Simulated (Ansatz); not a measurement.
# MnO: response to strain

MnO is deformed so: zz strain of -3 %. What stress and forces result, by LAPW, PAW and all-electron datasets made for the crystal?

Program: Ansatz 0.2.0. Level of theory: DFT PBE, scalar-relativistic. These are calculated values, not measurements.

## (1) Starting point

Symmetry: Fm-3m, No. 225, cubic system. The conventional cell has a = 4.444 Å, b = 4.444 Å, c = 4.444 Å, α = 90.00°, β = 90.00°, γ = 90.00°. Around Mn (site symmetry m-3m) lie 6 O at 2.22 Å. O (site symmetry m-3m) is surrounded by 6 Mn at 2.22 Å.

Coordinates:

```
Mn O
1.0
     0.00000    2.22200    2.22200
     2.22200    0.00000    2.22200
     2.22200    2.22200    0.00000
Mn O
1 1
Cartesian
  0.0000 0.0000 0.0000
  2.2220 2.2220 2.2220
```

Atoms are numbered in the order of the input: Mn1, O2.

## (2) After the deformation

Space group Fm-3m before, I4/mmm after.

## (3) All-electron LAPW

input.yaml reads:

```yaml
crystal:
  lattice:
    - [0.0, 2.222, 2.15534]
    - [2.222, 0.0, 2.15534]
    - [2.222, 2.222, 0.0]
  atoms:
    - { symbol: Mn, position: [0.0, 0.0, 0.0], spin: 4.0 }
    - { symbol: O, position: [0.5, 0.5, 0.5] }
magnetization:
  spin_polarized: true
kpoints:
  mp_grid: { grid: [16, 16, 16] }
  band_path:
    path:
      - [0.0, 0.0, 0.0]
      - [0.0, 0.5, 0.5]
      - [0.25, 0.75, 0.5]
      - [0.0, 0.5, 0.0]
      - [0.0, 0.0, 0.0]
      - [0.5, 0.5, 0.0]
      - [0.3828515251, 0.6171484749, 0.0]
      - [-0.3828515251, 0.3828515251, 0.0]
      - [0.0, 0.0, 0.0]
    npoints: 5
scf:
  occupations: { method: fermi_dirac, width: 0.05 }
hamiltonian:
  xc: pbe
  pseudopotentials: { kind: all_electron, lapw: { basis_error: 0.00025 } }
output:
  forces: true
  stress: true
  eigenvalues: true
```

Launch:

```console
ansatz run input.yaml --threads 1 --pin off --max-ram 3072MiB --backend cpu --events-out ev --progress --plain --runs-dir out
```

## (4) Frozen-core PAW

input.yaml reads:

```yaml
crystal:
  lattice:
    - [0.0, 2.222, 2.15534]
    - [2.222, 0.0, 2.15534]
    - [2.222, 2.222, 0.0]
  atoms:
    - { symbol: Mn, position: [0.0, 0.0, 0.0], spin: 4.0 }
    - { symbol: O, position: [0.5, 0.5, 0.5] }
magnetization:
  spin_polarized: true
kpoints:
  mp_grid: { grid: [16, 16, 16] }
scf:
  occupations: { method: fermi_dirac, width: 0.05 }
hamiltonian:
  xc: pbe
  pseudopotentials: { kind: paw }
output:
  forces: true
  stress: true
  eigenvalues: true
  efg: { contact_densities: true }
```

## (5) Datasets made for this crystal

Changes to input.yaml since step 4:

```diff
@@ -16,3 +16,3 @@
   xc: pbe
-  pseudopotentials: { kind: paw }
+  pseudopotentials: { kind: all_electron, datasets: crystal }
 output:
```

(Steps that only read results are left out.)

Before running it: what results should come out? Wanted: pressure; largest shear or deviatoric stress.

The runs gave:

| quantity | value |
| --- | --- |
| pressure | LAPW 3.46, PAW 3.44, crystal datasets 3.46 GPa |
| largest shear or deviatoric stress (LAPW) | 0.21 GPa |

What this shows: The largest part of the stress beyond the pressure is 0.21 GPa in size, in the zz component; the atoms are carried along and not relaxed. No run of the undeformed cell stands beside it, so the pressure holds what the given cell had before the change. PAW: stress within 0.02 GPa of LAPW. Crystal datasets: stress within 0.01 GPa of LAPW. Other magnetic orders may lie lower; this is the state that the run reached. With one magnetic atom in the cell only ferromagnetic order fits; the real order can differ. No U acts on the open 3d shell, so the metal found here may be the functional's error.
